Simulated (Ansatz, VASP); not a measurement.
# ZnS in VASP and in Ansatz

The input INCAR:

```
SYSTEM = ZnS
PREC = Accurate
ENCUT = 600
EDIFF = 1E-6
ISMEAR = 0
SIGMA = 0.02
LREAL = .FALSE.
LASPH = .TRUE.
NELM = 100
ALGO = Normal
ISIF = 3
LWAVE = .FALSE.
LCHARG = .FALSE.
GGA = PE
IBRION = 2
NSW = 100
EDIFFG = -0.01
```

Contents of KPOINTS:

```
Automatic mesh
0
G
  8 8 8
  0 0 0
```

POSCAR

```
ZnS
1.0
    0.0000000000      2.7215935586      2.7215935586
    2.7215935586      0.0000000000      2.7215935586
    2.7215935586      2.7215935586      0.0000000000
Zn S
1 1
Direct
    0.2500000000      0.2500000000      0.2500000000
    0.0000000000      0.0000000000      0.0000000000
```

Input for Ansatz:

```yaml
crystal:
  lattice:
    - [0.0, 2.7215935586, 2.7215935586]
    - [2.7215935586, 0.0, 2.7215935586]
    - [2.7215935586, 2.7215935586, 0.0]
  atoms:
    - { symbol: Zn, position: [0.25, 0.25, 0.25] }
    - { symbol: S, position: [0.0, 0.0, 0.0] }
basis:
  ecutwfc: 420
kpoints:
  mp_grid: { grid: [8, 8, 8] }
hamiltonian:
  xc: pbe
scf:
  occupations: { method: gaussian, width: 0.02 }
output:
  forces: true
  stress: true
  eigenvalues: true
relax:
  adjacent_minimum: "off"
  f_tol: 0.01
  max_steps: 80
  cell: { stress_tol: 0.05 }
```

Alike in both runs: task relaxation of cell and atoms; functional PBE; k mesh 8 × 8 × 8; occupations gaussian, width 0.02 eV; no spin polarisation.

|  | VASP | Ansatz |
| --- | --- | --- |
| version | VASP 6.6.1 | Ansatz 0.2.0 |
| potentials or method | VASP PAW PBE potentials, release 64 (Zn, S) | scalar-relativistic, plane waves, PAW |
| plane-wave cutoff (eV) | 600 | 420 |
| valence electrons in the cell | 18 | 18 |

Ansatz gave:

```
gap on the k mesh at the Fermi level, each at its own relaxed structure (eV) : 2.02
relaxed volume (Å³/atom)                                                     : 20.16
relaxed cell length with the largest relative difference (Å)                 : 3.849
```

Problem. Estimate VASP's values.

Solution. gap on the k mesh at the Fermi level, each at its own relaxed structure (eV): 2.01; relaxed volume (Å³/atom): 20.22; relaxed cell length with the largest relative difference (Å): 3.853.

As with any semilocal functional, this PBE gap is likely too small.
